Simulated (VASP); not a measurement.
**RbCl in VASP 6.6.1, single-point calculation**

INCAR

```
ISMEAR = 0
ENCUT = 520
NSW = 0
LWAVE = .FALSE.
LREAL = .FALSE.
EDIFF = 1E-7
NBANDS = 15
LCHARG = .FALSE.
IBRION = -1
SIGMA = 2
NELM = 59
GGA = PE
PREC = Accurate
ISIF = 2
LASPH = .TRUE.
```

KPOINTS

```
KPOINTS created by Atomic Simulation Environment
0
Gamma
6 6 6
0 0 0
```

POSCAR

```
Rb Cl
 1.0000000000000000
    -0.0330581282000000    3.2727546904000002    3.2727546904000002
     3.2727546904000002   -0.0330581282000000    3.2727546904000002
     3.2727546904000002    3.2727546904000002   -0.0330581282000000
 Rb  Cl
   1   1
Cartesian
  0.0000000000000000  0.0000000000000000  0.0000000000000000
  3.2562256263000000  3.2562256263000000  3.2562256263000000
```

The recommended PBE PAW datasets give the neutral cell 16 valence electrons.

Command

```
mpirun -np 1 vasp_std
```

OSZICAR

```
N       E                     dE             d eps       ncg     rms          rms(c)
DAV:   1     0.802061081992E+02    0.80206E+02   -0.68986E+03   960   0.929E+02
DAV:   2    -0.168423978061E+01   -0.81890E+02   -0.75073E+02  1359   0.165E+02
DAV:   3    -0.691099658537E+01   -0.52268E+01   -0.51982E+01  1298   0.429E+01
DAV:   4    -0.703549285174E+01   -0.12450E+00   -0.12446E+00  1430   0.650E+00
DAV:   5    -0.703627702994E+01   -0.78418E-03   -0.78417E-03  1348   0.499E-01    0.318E+00
DAV:   6    -0.669327059518E+01    0.34301E+00   -0.47960E-01  1198   0.341E+00    0.242E+00
DAV:   7    -0.667378569161E+01    0.19485E-01   -0.10596E-01  1324   0.174E+00    0.142E+00
DAV:   8    -0.668598746038E+01   -0.12202E-01   -0.15833E-02  1188   0.768E-01    0.168E-01
DAV:   9    -0.668699381834E+01   -0.10064E-02   -0.15443E-03  1240   0.205E-01    0.953E-02
DAV:  10    -0.668756456892E+01   -0.57075E-03   -0.53527E-04  1058   0.139E-01    0.152E-02
DAV:  11    -0.668758274453E+01   -0.18176E-04   -0.24676E-05  1262   0.305E-02    0.939E-03
DAV:  12    -0.668759109399E+01   -0.83495E-05   -0.19168E-05  1065   0.251E-02    0.379E-03
DAV:  13    -0.668759105566E+01    0.38334E-07   -0.37457E-07  1363   0.384E-03
   1 F= -.66875911E+01 E0= -.65957926E+01  d E =-.183597E+00
```

It converged. Results: gap between bands v and c on the k mesh 5.01 eV; least direct gap on the k mesh 5.01 eV; pressure 1.1 GPa. Band v is the last that the valence electrons fill when counted band by band, and c is the next.

Task: Find the fault in these files.

Result: Smearing far too wide. On sound settings PBE gives a gap of 4.99 eV on its mesh and a pressure of 0.9 GPa for the intended cell. This run's energy (σ→0) differs from it by 34 meV an atom.
